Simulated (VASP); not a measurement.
BN, 4 atoms in the cell. It takes space group F-43m (No. 216, cubic). The conventional cell has a = 3.625 Å, b = 3.625 Å, c = 3.625 Å, α = 90.00°, β = 90.00°, γ = 90.00°. Around B (site symmetry -43m) lie 4 N at 1.57 Å. N (site symmetry -43m) has 4 B at 1.57 Å as nearest neighbours. The cell is a database's computed one. The cell isn't the ideal one: the relaxed cell repeated 2 times.

```yaml
Program: VASP 6.6.1
Task: single point
Functional: PBE
Potentials_or_basis: VASP PAW PBE potentials, release 64 (B, N)
Cutoff: 520 eV
k_mesh: 6 × 6 × 6
Occupations: gaussian, width 0.05 eV
Spin: no spin polarisation
Dipole_correction: no
Further_INCAR_settings: ALGO = Fast; EDIFF = 1e-06; NBANDS = 16
```

Potentials or basis: VASP PAW PBE potentials, release 64 (B, N).

Command:

```bash
$ cat potpaw_PBE.64/B/POTCAR potpaw_PBE.64/N/POTCAR > POTCAR
$ mpirun -np 1 vasp_std > vasp.out
```

Hardware: 1 thread of Intel(R) Xeon(R) Platinum 8259CL CPU @ 2.50GHz (Skylake/Cascade Lake), on a shared host.

Question: Estimate the wall time of this run.

Answer: It took 12 s on 1 thread of Intel(R) Xeon(R) Platinum 8259CL CPU @ 2.50GHz (Skylake/Cascade Lake), on a shared host, peak memory 0.13 GiB. Counts: scf iterations 13, k points 32.
